## How the functional sets the size and stiffness of HgTe

Mercury telluride is grown with cadmium telluride in infrared detector layers, where a small difference in cell size strains the film. A calculation of that strain starts from the equilibrium volume, and a calculation of the resulting stress also needs the elastic stiffness. The table gives the volume and the bulk modulus, the resistance to uniform compression, for one crystal treated with several density functionals.

ABINIT 10.8.3, PAW DFT for HgTe (F-43m, 2-atom cell), without spin polarisation, spin–orbit coupling or dispersion correction; 7×7×7 k mesh, plane-wave cutoff 544 eV (fine grid 1088 eV), Fermi–Dirac smearing 0.05 eV. Volumes, bulk moduli and slopes come from fits to energies at seven volumes from 31.22 to 35.21 Å³/atom; the given cell has 33.22 Å³/atom.

| functional | potentials | equilibrium volume (Å³/atom) | equilibrium volume change (% of the given cell) | bulk modulus (GPa) | bulk modulus slope |
| --- | --- | --- | --- | --- | --- |
| LDA | JTH PAW LDA v2.0 | 33.51 | 0.900 | 47.80 | 5.160 |
| LDA-PZ | JTH PAW LDA v2.0 | 33.52 | 0.930 | 47.90 | 5.040 |
| LDA-Teter | JTH PAW LDA v2.0 | 33.55 | 1.010 | 47.60 | 5.160 |
| LDA-VWN | JTH PAW LDA v2.0 | 33.49 | 0.830 | 47.90 | 5.160 |
| WC | JTH PAW PBE v2.0 | 34.82 | 4.820 | 42.30 | 5.200 |

### 1. Which choice changes the cell, and which hardly does?

Going from LDA to WC enlarges the equilibrium volume by 3.9%, or the cubic cell edge by 1.3%. Going from one version of LDA to another changes the volume by at most 0.2%. The four LDA versions are different formulas for the same thing, the energy of a uniform electron gas. WC also uses the gradient of the density, that is, how rapidly it varies in space.

The column "equilibrium volume change" is counted from the cell given to the program, and the table does not say where that cell comes from. The small LDA entries therefore do not show that LDA is the more accurate choice.

### 2. Why do the LDA versions agree on the volume when their energies differ?

LDA-Teter and LDA-VWN differ in total energy by almost 0.1 eV per atom, which would matter in a reaction energy if it did not cancel. Yet an energy difference that is the same at every volume cannot move the minimum. Only its slope can, and a slope of energy against volume is a pressure.

A weight hung on a spring behaves in the same way. Lifting the whole apparatus to another floor changes its energy but not the length of the spring, whereas a heavier weight changes the length. The comparison holds for small shifts; an ideal spring keeps its stiffness when stretched, and a crystal does not.

Here the "extra weight" is tiny. Between the smallest and the largest sampled volume the energy difference falls only from 87.7 to 85.5 meV per atom. That slope amounts to a pressure of 0.09 GPa, enough to move the volume by 0.06 Å³ per atom, which is the difference in the table.

### 3. Why does WC give the larger cell?

At equal volume, the calculated pressure is higher with WC than with LDA throughout the sampled range, by 1.6 to 2.1 GPa. WC thus pushes the atoms apart, and the crystal expands until its own cohesion balances the push.

Theory suggests a likely reason for the push. The exchange energy in WC favours an uneven density. When the crystal is compressed, the electron clouds of neighbouring atoms overlap more, fill the thin regions between the atoms and make the density more even. Compression therefore loses some of the energy that WC grants to unevenness, and expansion regains it. The gradient part of the correlation energy works the other way, but in solids the exchange part usually prevails. A functional with a stronger gradient term in its exchange, such as PBE, usually expands a solid further for the same reason.

One setting changes along with the functional. The LDA rows use atomic datasets made for LDA, while the WC row uses datasets made for PBE, so part of the push may come from the datasets. Running LDA with the PBE datasets would show how large that part is.

### 4. Can the expansion be estimated from the pressure?

Let $V_0$ be the LDA equilibrium volume, $B_0$ its bulk modulus and $\Delta P$ the extra pressure of WC. For a small push the crystal expands by

$$\Delta V \approx V_0\,\frac{\Delta P}{B_0}.$$

At the sampled volume nearest the WC minimum, 34.54 Å³ per atom, the calculated pressures are 0.28 GPa with WC and −1.40 GPa with LDA, so $\Delta P = 1.68$ GPa. The estimate is then

$$\Delta V \approx 33.51 \times \frac{1.68}{47.8} \approx 1.18\ \text{Å}^3\ \text{per atom}.$$

The table gives 1.31 Å³, so the estimate is about a tenth too small. It assumes that the crystal stays as stiff as it was at the LDA minimum, whereas stretched bonds resist less. The bulk modulus slope $B_0'$, the rate at which the bulk modulus changes with pressure, describes this softening. The Murnaghan equation of state includes it:

$$V = V_0\left(1-\frac{B_0'\,\Delta P}{B_0}\right)^{-1/B_0'}.$$

This gives 34.84 Å³ per atom, against 34.82 in the table. The three constants come from the LDA row, and the WC row enters only through its pressure near its own minimum. The agreement shows that pressures and energies of the same runs fit together; the origin of the push still rests on the argument in question 3. The printed output below applies the same model to each row.

### 5. Is HgTe softer with WC?

At its own equilibrium volume, yes: the bulk modulus is 42.3 GPa with WC and 47.8 GPa with LDA. But this compares two crystals of different size. If the LDA crystal is stretched to the WC volume, its bulk modulus falls to about 39 GPa, which is below the WC value.

At equal volume WC is therefore the stiffer description. The pressures confirm this without the Murnaghan formula: near 34.9 Å³ per atom they give a stiffness of 41.7 GPa for WC and 38.4 GPa for LDA.

The cause lies in how the push changes with volume. It is strongest in the compressed crystal and fades as the crystal expands. A push that grows under compression adds to the resistance against compression. This fits the picture of overlapping electron clouds, since the overlap also fades as the atoms move apart.

Two effects thus work against each other. The larger cell lowers the bulk modulus by 8.6 GPa, and the fading push returns 3.1 GPa. Anyone who compares the stiffness of two functionals should first ask at which volume each value was taken.

### 6. Which digits can be trusted?

The difference between LDA and WC is far larger than the numerical uncertainty visible in these runs. The second decimal of a single volume deserves more caution. Near the minimum of each row, the directly calculated pressure lies 0.06 to 0.07 GPa below the pressure given by the slope of the energy curve. This is the known effect of a finite plane-wave basis on the stress, called Pulay stress.

Relaxing the cell to zero calculated pressure would therefore give a volume about 0.05 Å³ per atom smaller than the energy minimum. That is nearly as large as the whole spread among the LDA versions. The offset is almost the same in each row, so it largely cancels in differences. For an absolute volume, use the energy curve or raise the plane-wave cutoff.

Two entries need particular care. The lower bulk modulus slope of LDA-PZ comes with a fit residual twice as large as in the other rows, and the directly calculated pressures do not show it, so it should not be read as different physics. The WC minimum has only one sampled volume above it; a few larger volumes would pin down its bulk modulus and slope better.

Spin–orbit coupling is left out of every row, although it is strong in both mercury and tellurium. An absolute volume or bulk modulus meant for comparison with experiment should be checked with it switched on.

### 7. What does this mean for a detector layer on CdTe?

The cell edges of HgTe and CdTe differ by well under one percent. The step from LDA to WC changes the edge of HgTe by 1.3%, which is more than the whole mismatch. If the film is computed with one functional and the substrate with another, the apparent strain can be mostly an artefact and can even have the wrong sign.

Both materials should therefore be treated with the same functional and the same family of datasets. The push then acts on film and substrate alike, and much of it should cancel in the mismatch. The cancellation need not be complete, because the relative expansion is roughly $\Delta P/B_0$. Replacing mercury by cadmium can change both the push and the stiffness, so the mismatch should be computed with each functional before a strain of a few tenths of a percent is relied on.

Output of the analysis:

```
WC minus LDA, equilibrium volume (A^3/atom): 1.31
WC minus LDA, equilibrium volume (% of LDA): 3.909
WC minus LDA, cubic cell edge (% of LDA): 1.286
spread of the four LDA rows, volume (A^3/atom): 0.06
spread of the four LDA rows, volume (% of LDA): 0.1791
spread of the four LDA rows, bulk modulus (GPa): 0.3
WC minus LDA, bulk modulus (GPa): -5.5
WC minus LDA, bulk modulus (% of LDA): -11.51
LDA bulk modulus carried to the WC volume (GPa): 39.22
change of LDA bulk modulus from the volume alone (GPa): -8.581
WC bulk modulus above LDA at the WC volume (GPa): 3.081
energy of LDA-Teter above LDA-VWN at 31.22 A^3/atom (meV/atom): 87.69
energy of LDA-Teter above LDA-VWN at 35.21 A^3/atom (meV/atom): 85.49
extra pressure of LDA-Teter over LDA-VWN from these energies (GPa): 0.08871
volume shift that this pressure gives (A^3/atom): 0.06219
energy slope minus fixed-basis pressure, smallest of all rows (GPa): 0.06007
energy slope minus fixed-basis pressure, largest of all rows (GPa): 0.06629
volume shift from this offset, mean of all rows (A^3/atom): 0.04566
Extra pressure over row LDA at equal volume and stiffness at 34.88 A^3/atom (GPa):
        row  extra at 31.22  extra at 33.22  extra at 35.21  stiffness at 34.88
        LDA               0               0               0               38.41
     LDA-PZ         0.01614         0.00941        0.003689               38.49
  LDA-Teter         0.06171         0.05644          0.0505                38.5
    LDA-VWN        -0.03824        -0.03274        -0.02829               38.34
         WC           2.061           1.817           1.619               41.66
Volume from the LDA curve plus the extra pressure (A^3/atom) and cell edge (A):
        row  constant stiffness  softening included  computed volume  cubic edge
        LDA               33.51               33.51            33.51       6.448
     LDA-PZ               33.52               33.52            33.52       6.449
  LDA-Teter               33.55               33.55            33.55       6.451
    LDA-VWN               33.49               33.49            33.49       6.447
         WC               34.69               34.84            34.82       6.531
```
